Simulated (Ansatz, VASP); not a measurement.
SiC in VASP and in Ansatz

INCAR

```
PREC = Accurate
ENCUT = 520
EDIFF = 1E-6
ISMEAR = 0
SIGMA = 0.05
LREAL = False
LASPH = True
NELM = 60
ALGO = Normal
ISIF = 2
LWAVE = False
LCHARG = False
GGA = PE
NBANDS = 11
```

KPOINTS

```
regular mesh
0
Gamma
  12 12 12
```

Contents of POSCAR:

```
SiC
1.0
    0.0000000000      2.1087800000      2.1087800000
    2.1087800000      0.0000000000      2.1087800000
    2.1087800000      2.1087800000      0.0000000000
Si C
1 1
Direct
    0.0000000000      0.0000000000      0.0000000000
    0.7500000000      0.7500000000      0.7500000000
```

Input for Ansatz:

```yaml
crystal:
  lattice:
    - [0.0, 2.10878, 2.10878]
    - [2.10878, 0.0, 2.10878]
    - [2.10878, 2.10878, 0.0]
  atoms:
    - { symbol: Si, position: [0.0, 0.0, 0.0] }
    - { symbol: C, position: [0.75, 0.75, 0.75] }
basis:
  ecutwfc: 420
kpoints:
  mp_grid: { grid: [12, 12, 12] }
hamiltonian:
  xc: pbe
scf:
  occupations: { method: gaussian, width: 0.05 }
output:
  forces: true
  stress: true
  eigenvalues: true
```

Change from the starting cell: strain -0.030 along x and y, -0.030 along z, atoms carried along.

Alike in both runs: task single point; functional PBE; k mesh 12 × 12 × 12; occupations gaussian, width 0.05 eV; no spin polarisation.

|  | VASP | Ansatz |
| --- | --- | --- |
| version | VASP 6.6.1 | Ansatz 0.2.0 |
| potentials or method | VASP PAW PBE potentials, release 64 (Si, C) | scalar-relativistic, plane waves, PAW |
| plane-wave cutoff (eV) | 520 | 420 |
| valence electrons in the cell | 8 | 8 |

VASP gave:

```
gap on the k mesh at the Fermi level (eV) : 1.26
least direct gap on the mesh (eV)         : 4.63
pressure (GPa)                            : 29.9
```

**Question.** What did Ansatz give for the same quantities?

**Answer.** gap on the k mesh at the Fermi level (eV): 1.26; least direct gap on the mesh (eV): 4.64; pressure (GPa): 30.0.

The functional is the same, so the differences come from potentials, cutoffs and numerics.

Caveats: so large a pressure means that the cell lies far from this level's equilibrium, or that cutoff or potentials fall short (VASP). A k mesh can miss the band edges.
